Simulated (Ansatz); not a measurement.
PbS: equilibrium volume by level of theory

It takes space group Fm-3m (No. 225, cubic). The conventional cell has a = 5.931 Å, b = 5.931 Å, c = 5.931 Å, α = 90.00°, β = 90.00°, γ = 90.00°. Pb (site symmetry m-3m) has 6 S at 2.97 Å as nearest neighbours. S (site symmetry m-3m) is surrounded by 6 Pb at 2.97 Å.

```tsv
rung	level	program and potentials	cutoff (eV)	k mesh	smearing	task	spin	core time	chip	equilibrium volume (Å³/atom)	miss	notes
GGA	rPW86-PBE	Ansatz, Ansatz PAW	420	8 × 8 × 8	fermi-dirac 0.05	relaxation of cell and atoms	off	6.5 s	Arm Neoverse V1	28.45	+8.8 %	potentials made for PBE, which Ansatz adapts in part
GGA	PBEsol	Ansatz, PseudoDojo PBEsol	850	8 × 8 × 8	fermi-dirac 0.05	equation of state	off	20 s	Arm Neoverse V2	25.66	-1.9 %	-
GGA	PBE	Ansatz, Ansatz PAW, small cores where the set has them	420	8 × 8 × 8	gaussian 0.02	equation of state	collinear, ferromagnetic start	23 s	Arm Neoverse V2	27.12	+3.7 %	-
meta-GGA	r2SCAN	Ansatz, Ansatz PAW	500	8 × 8 × 8	fermi-dirac 0.05	equation of state	off	24 s	Arm Neoverse V2	26.66	+2.0 %	potentials made for PBE, which Ansatz adapts in part
hybrid	PBEsol0	Ansatz, Ansatz PAW	420	4 × 4 × 4	fermi-dirac 0.05	relaxation of cell and atoms	off	35 s	Intel Xeon 6975P-C Granite Rapids	25.72	-1.6 %	coarse mesh; potentials made for PBE, which Ansatz adapts in part
LDA	LDA	Ansatz, JTH PAW LDA	1800	8 × 8 × 8	fermi-dirac 0.05	equation of state	off	41 s	INTEL XEON PLATINUM 8581C Emerald Rapids	24.97	-4.5 %	-
hybrid	HSEsol	Ansatz, Ansatz PAW	420	4 × 4 × 4	fermi-dirac 0.05	equation of state	off	92 s	Arm Neoverse V2	25.72	-1.6 %	coarse mesh; potentials made for PBE, which Ansatz adapts in part
hybrid	PBEsol0	Ansatz, Ansatz PAW	420	5 × 5 × 5	fixed	relaxation of cell and atoms	off	93 s	Arm Neoverse V2	(a)	?	potentials made for PBE, which Ansatz adapts in part
```

Times are single runs on shared hosts and different chips, so they are rough; meshes, cutoffs and the tasks' sizes weigh on the time. Smearing widths are in eV. Meshes differ between rows, which moves values too. Meshes are those of the run's cell of 2 atoms unless a note names another. Relaxations start from the cell shown or near it and stop with a little pressure left. Misses use the values as printed. Runs on faulty files, with rough fits or with known faults for this quantity aren't shown. No row holds spin-orbit coupling.

Measured: 26.15 Å³/atom (pmc:7248792, doi:10.3390/molecules25092097). The runs are for a static lattice.

Estimate the value left out from the other rows.

(a) 25.62 Å³/atom, miss -2.0 %.
